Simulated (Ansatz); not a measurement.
# CdTe: the cost of one run

Program: Ansatz 0.2.0. Level of theory: DFT PBE, scalar-relativistic. These are calculated values, not measurements.

### 1 The system as given

The structure is orthorhombic, space group Cmcm (No. 63). The conventional cell has a = 6.131 Å, b = 6.189 Å, c = 6.091 Å, α = 90.00°, β = 90.00°, γ = 90.00°. Around Cd (site symmetry m2m) lie 6 Te at 3.03 to 3.16 Å. Around Te (site symmetry m2m) lie 6 Cd at 3.03 to 3.16 Å.

As a file:

```cif
data_structure
_symmetry_space_group_name_H-M 'Cmcm'
_symmetry_Int_Tables_number 63
_cell_length_a 6.1306
_cell_length_b 6.1892
_cell_length_c 6.0907
_cell_angle_alpha 90.000
_cell_angle_beta 90.000
_cell_angle_gamma 90.000
_cell_volume 231.10
loop_
_atom_site_label
_atom_site_type_symbol
_atom_site_symmetry_multiplicity
_atom_site_Wyckoff_symbol
_atom_site_fract_x
_atom_site_fract_y
_atom_site_fract_z
_atom_site_occupancy
Cd1 Cd 4 c 0.50000 0.22297 0.75000 1
Te1 Te 4 c 0.50000 0.73386 0.75000 1
```

The file gives the conventional cell by its symmetry; the runs use the cell typed in the input.

Atoms are numbered in the order of the input: Cd1, Cd2, Te3, Te4.

### 2 Volume × 0.96, LAPW

input.yaml reads:

```yaml
crystal:
  lattice:
    - [3.0238630702, -3.0527848324, 0.0]
    - [3.0238630702, 3.0527848324, 0.0]
    - [0.0, 0.0, 6.0083358012]
  atoms:
    - { symbol: Cd, position: [0.27703, 0.72297, 0.75] }
    - { symbol: Cd, position: [0.72297, 0.27703, 0.25] }
    - { symbol: Te, position: [0.766137, 0.233863, 0.75] }
    - { symbol: Te, position: [0.233863, 0.766137, 0.25] }
kpoints:
  mp_grid: { grid: [9, 9, 6] }
  band_path:
    path:
      - [0.0, 0.0, 0.0]
      - [-0.5, 0.5, 0.0]
      - [-0.4952854913, 0.5047145087, 0.0]
      - [0.4952854913, 0.4952854913, 0.0]
      - [0.0, 0.0, 0.0]
      - [0.0, 0.0, 0.5]
      - [0.4952854913, 0.4952854913, 0.5]
      - [-0.4952854913, 0.5047145087, 0.5]
      - [-0.5, 0.5, 0.5]
    npoints: 5
scf:
  occupations: { method: fermi_dirac, width: 0.05 }
hamiltonian:
  xc: pbe
  pseudopotentials: { kind: all_electron, lapw: { basis_error: 0.001 } }
output:
  forces: true
  stress: true
  eigenvalues: true
```

On the command line:

```bash
$ ansatz run input.yaml --threads 1 --pin off --max-ram 4096MiB --backend cpu --events-out ev --progress --plain --runs-dir out
```

What time and memory should one allow on 1 thread of Intel Xeon 6975P-C (Granite Rapids), shared host?

About 49 s, with a peak of 0.93 GiB.
